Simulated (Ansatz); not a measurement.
A plane-wave DFT run in Ansatz 0.2.0 (scalar-relativistic PAW potentials unless the input names others): input and command.

```yaml
crystal:
  lattice:
    - [2.52739346, -0.050352, 0.04149005]
    - [-0.050352, 2.52930684, -0.03340855]
    - [0.04149005, -0.03340855, 2.59363152]
  atoms:
    - { symbol: Zn, position: [0.5212615189, 0.4693358754, 0.470343184] }
    - { symbol: Au, position: [-0.0212615189, 0.0306641246, 0.029656816] }
basis:
  ecutwfc: 420
kpoints:
  mp_grid: { grid: [12, 12, 12] }
hamiltonian:
  xc: pbe
scf:
  occupations: { method: gaussian, width: 0.1 }
  max_iter: 75
output:
  forces: true
  eigenvalues: true
  stress: true
```

```bash
ansatz run input.yaml --threads 1 --pin off --max-ram 1331MiB --backend cpu --events-out ev --progress --plain --runs-dir out
```

Abridged log:
```
Pseudopotentials: kind: paw
Pseudopotential: Zn, paw, valence charge 12, recommended cutoff 420 eV (normal)
Pseudopotential: Au, paw, valence charge 19, recommended cutoff 420 eV (normal)
Functional definition: PBE
Crystal: 2 atoms, lattice volume = 16.566 Å³
Basis set: ecut = 420 eV, 327 PW (Γ), exchange–correlation on 36×36×36 points (8 copies of the dense FFT grid, shifted against one another)
Bands: 20, of which v1, the nominal top of the filled ones, is band 16 counted from 1 (15 counted from 0)
Symmetry: 1 space group operations
Space group: P1 (ITA 1), of the structure as read, at distance tolerance 2.5e-5 Å
k-points: 868 of 1728 (time reversal used)
Initial density: superposition of atomic densities (neutral atoms: chi_scale 0, normalization atom), corrected by the library's trained network
Initial wavefunctions: pseudopotential atomic-orbital guess
Functional: x = pbe(κ = 0.804, μ = 0.21951497), c = pbe(β = 0.06672455)
SCF iter   1: F=—  HF=-16455.707319 eV  |F-HF|=—  |Δ(HF+E_count)|=         —  Δρ=1.35e-2  dr2=1.92e-2  ethr=1.77e-3  ⟨swp⟩=5.4  Hψ=81008  notcnv=0
SCF iter   2: F=—  HF=-16455.705399 eV  |F-HF|=—  |Δ(HF+E_count)|=   1.92e-3  Δρ=6.52e-3  dr2=3.92e-3  ethr=6.21e-5  ⟨swp⟩=2.0  Hψ=35595  notcnv=0  defer=258
SCF iter   3: F=—  HF=-16455.704438 eV  |F-HF|=—  |Δ(HF+E_count)|=   9.61e-4  Δρ=2.59e-3  dr2=7.38e-4  ethr=1.26e-5  ⟨swp⟩=2.0  Hψ=26125  notcnv=0  defer=258
SCF iter   4: F=—  HF=-16455.704454 eV  |F-HF|=—  |Δ(HF+E_count)|=   1.64e-5  Δρ=9.06e-4  dr2=9.07e-5  ethr=2.38e-6  ⟨swp⟩=2.0  Hψ=25899  notcnv=0  defer=258
SCF iter   5: F=—  HF=-16455.704487 eV  |F-HF|=—  |Δ(HF+E_count)|=   3.32e-5  Δρ=2.89e-4  dr2=3.90e-6  ethr=2.93e-7  ⟨swp⟩=2.1  Hψ=26966  notcnv=0  defer=258
SCF iter   6: F=—  HF=-16455.704496 eV  |F-HF|=—  |Δ(HF+E_count)|=   8.28e-6  Δρ=1.17e-4  dr2=2.27e-6  ethr=1.26e-8  ⟨swp⟩=2.0  Hψ=29164  notcnv=0  defer=258
SCF iter   7: F=-16455.704495 eV  HF=-16455.704495 eV  |F-HF|=6.55e-9  |Δ(HF+E_count)|=   8.06e-7  Δρ=1.32e-5  dr2=1.74e-8  ethr=3.23e-10  ⟨swp⟩=5.3  Hψ=86927  notcnv=0
SCF 1 converged in 7 iterations: F = -16455.704495 eV  dr2 = 1.74e-8
SCF converged after 7 iterations
Free energy (F): -16455.704495 eV
Harris-Foulkes:  -16455.704495 eV  (|F-HF|=6.55e-9)
Internal energy: -16455.702706 eV  (E = F + TS)
E sigma→0 (E₀):  -16455.703600 eV
Entropy (-TS):   -0.001789 eV (-0.895 meV/atom)
Fermi energy:    37.625586 eV
--- Forces (eV/Å), atoms counted from 1 ---
  atom   1  Zn    -5.62093253     7.81041209     9.29716345
  atom   2  Au     5.62097378    -7.81046493    -9.29729849
--- Stress (GPa, compression-positive) ---
      503.949294      -5.647460     -42.893760
       -5.647460     489.650841      47.165156
      -42.893757      47.165153     481.233482
  P = ⅓ Tr σ = 491.6112 GPa (4916.112 kbar)
```

Question: The run was meant for a cell not far from equilibrium. What should be changed?

Answer: The fault is a lattice far too small (lattice vectors times 0.800). Setting it back cures it. The run converged all the same, with an energy at zero smearing 6.4 eV/atom above the reference's, pressure 491.61 GPa, largest force 13.381 eV/Å, no gap on the mesh, so convergence alone doesn't show that an input is right. A reference run of the cell with lattice vectors 3.1592 -0.0629 0.0519; -0.0629 3.1616 -0.0418; 0.0519 -0.0418 3.2420 Å and the atoms in their places converged with pressure 5.07 GPa, largest force 1.386 eV/Å, no gap on the mesh.